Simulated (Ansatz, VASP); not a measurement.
**MgS: VASP beside Ansatz**

```
Mg S
1.0
     0.00000    2.35788    2.60165
     2.84542    0.00000    2.60165
     2.84542    2.35788    0.00000
Mg S
1 1
Direct
  0.00000 0.00000 0.00000
  0.50000 0.50000 0.50000
```

Change from the starting cell: strain +0.0937 x Voigt [1, -1, 0, 0, 0, 0], atoms carried along.

Alike in both runs: task single point; functional PBE; k mesh 8 × 8 × 8; occupations gaussian, width 0.05 eV; no spin polarisation.

```csv
,VASP,Ansatz
version,VASP 6.6.1,Ansatz 0.2.0
potentials or method,"VASP PAW PBE potentials, release 64 (Mg, S)","scalar-relativistic, plane waves, PAW"
plane-wave cutoff (eV),520,420
valence electrons in the cell,8,16
```

```csv
,VASP,Ansatz,Ansatz less VASP
gap on the k mesh at the Fermi level (eV),2.41,2.42,+0.011
least direct gap on the mesh (eV),3.54,3.55,+0.007
pressure (GPa),6.1,6.3,+0.27
largest component of the traceless stress (GPa),13.47,13.49,+0.020
```

With one functional, cell and mesh, what is left measures potentials, basis and numerics. The two sets of potentials don't hold the same shells in valence.

A k mesh can miss the band edges.
